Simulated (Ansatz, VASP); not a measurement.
## One calculation of CuO (Tenorite), two programs

The input INCAR:

```
SYSTEM = CuO
PREC     = Accurate       ! precision mode
ENCUT    = 520            ! plane-wave cutoff, eV
EDIFF    = 1E-6           ! SCF threshold, eV
ISMEAR   = 0              ! smearing method
SIGMA    = 0.027000000000000003 ! smearing width, eV
LREAL    = .FALSE.        ! projectors in reciprocal space
LASPH    = .TRUE.         ! aspherical terms in the spheres
NELM     = 80             ! most SCF steps
ALGO     = Normal         ! electronic algorithm
ISIF     = 2              ! what is computed and relaxed
LWAVE    = .FALSE.        ! write WAVECAR
LCHARG   = .TRUE.         ! write CHGCAR
GGA      = PE             ! functional
LELF     = .TRUE.         ! ELF
LVHAR    = .TRUE.       
NBANDS   = 25             ! bands
```

The input KPOINTS:

```
Automatic mesh
0
G
  10 10 5
  0 0 0
```

POSCAR

```
CuO
1.0
    2.3418500000     -1.7113000000      0.0000000000
    2.3418500000      1.7113000000      0.0000000000
   -0.8500274268      0.0000000000      5.0578693947
Cu O
2 2
Direct
    0.5000000000      0.0000000000      0.5000000000
    0.0000000000      0.5000000000      0.0000000000
    0.4184000000      0.5816000000      0.7500000000
    0.5816000000      0.4184000000      0.2500000000
```

input.yaml

```yaml
crystal:
  lattice:
    - [2.34185, -1.7113, 0.0]
    - [2.34185, 1.7113, 0.0]
    - [-0.8500274268, 0.0, 5.0578693947]
  atoms:
    - { symbol: Cu, position: [0.5, 0.0, 0.5] }
    - { symbol: Cu, position: [0.0, 0.5, 0.0] }
    - { symbol: O, position: [0.4184, 0.5816, 0.75] }
    - { symbol: O, position: [0.5816, 0.4184, 0.25] }
hamiltonian:
  xc: pbe
  pseudopotentials: { kind: paw }
kpoints:
  mp_grid: { grid: [10, 10, 5] }
scf:
  occupations: { method: gaussian, width: 0.027 }
output:
  forces: true
  stress: true
  eigenvalues: true
  write_density: true
  write_potential: true
  elf: true
  volumetric_format: npy
```

Alike in both runs: task single point; functional PBE; k mesh 10 × 10 × 5; occupations gaussian, width 0.027 eV; no spin polarisation.

|  | VASP | Ansatz |
| --- | --- | --- |
| version | VASP 6.6.1 | Ansatz 0.2.0 |
| potentials or method | VASP PAW PBE potentials, release 64 (Cu, O) | Ansatz PAW |
| plane-wave cutoff (eV) | 520 | 420 |
| valence electrons in the cell | 34 | 50 |

|  | VASP | Ansatz | Ansatz less VASP |
| --- | --- | --- | --- |
| gap on the k mesh at the Fermi level (eV) | none | none | - |
| pressure (GPa) | 6.4 | 5.7 | -0.74 |
| largest component of the traceless stress (GPa) | 1.34 | 1.28 | -0.063 |
| rms of the force components (eV/Å) | 0.089 | 0.107 | +0.0178 |

Atom by atom the forces differ by 0.018 eV/Å (rms over components). A gap of «none» marks a metal or a gap that the smearing closes. The functional is the same, so the differences come from potentials, cutoffs and numerics. The two sets of potentials don't hold the same shells in valence.

Caveats: the run has no spin polarisation, though such a crystal can be magnetic; semilocal functionals often make such compounds metallic where correlation or magnetic order opens a gap, which also shifts bond lengths; the pressure holds a Pulay correction of +0.7 GPa for the finite cutoff (Ansatz). With open d or f shells a metallic result of PBE can be an artefact of self-interaction; +U or a hybrid may open a gap.
